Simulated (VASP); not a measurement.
**Ca: relaxation of the atoms with LDA**

Ca:

```
Ca
1.0
     2.09649   -2.10173   -2.44535
    -2.09649   -2.10173   -2.44535
     0.00000    4.20346   -4.89070
Ca
2
Direct
  0.24477 0.26034 0.23273
  0.75523 0.73966 0.76727
```

This isn't the form of Ca at room conditions, which is fcc.

| Property | Result |
| --- | --- |
| Program | VASP 6.6.1 |
| Task | relaxation of the atoms |
| Functional | LDA |
| Potentials or basis | VASP PAW LDA potentials, release 64 (Ca_sv) |
| Cutoff | 520 eV |
| k mesh | 8 × 8 × 4 |
| Occupations | methfessel-paxton, width 0.2 eV |
| Spin | no spin polarisation |
| Atoms held fixed (from 0) | [0] |
| Further INCAR settings | ALGO = Normal; EDIFF = 1e-06; AMIX = 0.2; IBRION = 3; POTIM = 0.2; EDIFFG = -0.02; NSW = 40 |

```
Energy gained by relaxing : 16.5 meV/atom
Ionic steps               : 19
Pressure after relaxing   : -2.0 GPa
Band gap on the k mesh    : none (metal or under the smearing width)
```

Stress tensor (GPa, compression positive):
```
-2.20  0.00  0.00
 0.00 -2.09 -0.03
 0.00 -0.03 -1.67
```

Step by step:
```tsv
step	energy change (eV)	largest force (eV/Å)	pressure (GPa)
1	0.0000	0.2942	-1.82
2	-0.0027	0.2810	-1.83
3	-0.0069	0.2598	-1.85
4	-0.0115	0.2349	-1.87
5	-0.0159	0.2086	-1.90
6	-0.0198	0.1823	-1.92
7	-0.0231	0.1575	-1.94
8	-0.0257	0.1347	-1.95
9	-0.0278	0.1142	-1.96
10	-0.0293	0.0958	-1.97
11	-0.0304	0.0799	-1.97
12	-0.0312	0.0664	-1.98
13	-0.0318	0.0548	-1.98
14	-0.0322	0.0450	-1.98
15	-0.0325	0.0370	-1.99
16	-0.0327	0.0304	-1.99
17	-0.0328	0.0248	-1.99
18	-0.0329	0.0204	-1.99
19	-0.0329	0.0167	-1.99
```

Final structure:
```yaml
crystal:
  lattice:
    - [2.09649, -2.10173, -2.44535]
    - [-2.09649, -2.10173, -2.44535]
    - [0.00000, 4.20346, -4.89070]
  atoms:
    - { symbol: Ca, position: [0.24477, 0.26034, 0.23273] }
    - { symbol: Ca, position: [0.74729, 0.75570, 0.73422] }
```

Levels at points of the mesh, in eV from the Fermi level:
```tsv
k point	band 8	band 9	band 10	band 11	band 12	band 13
(0.00, 0.00, 0.00)	-22.84	-4.00	-1.01	-0.09	1.56	2.02
(0.50, 0.00, 0.00)	-22.87	-1.02	-1.02	0.52	0.53	1.07
(0.00, 0.50, 0.00)	-22.87	-1.03	-1.01	0.52	0.54	1.07
(0.50, 0.50, 0.00)	-22.85	-1.01	-0.14	-0.09	0.23	1.57
(0.00, 0.00, 0.50)	-22.85	-2.98	-2.97	1.35	1.37	1.89
(0.50, 0.00, 0.50)	-22.85	-1.00	-0.71	-0.08	0.40	0.78
(0.00, 0.50, 0.50)	-22.85	-1.00	-0.71	-0.08	0.39	0.78
(0.50, 0.50, 0.50)	-22.90	-0.38	-0.37	0.12	0.13	1.82
```

Wall time 18 min on 1 thread of Intel(R) Xeon(R) Platinum 8375C CPU @ 2.90GHz (Ice Lake) (shared host), peak memory 0.27 GiB.
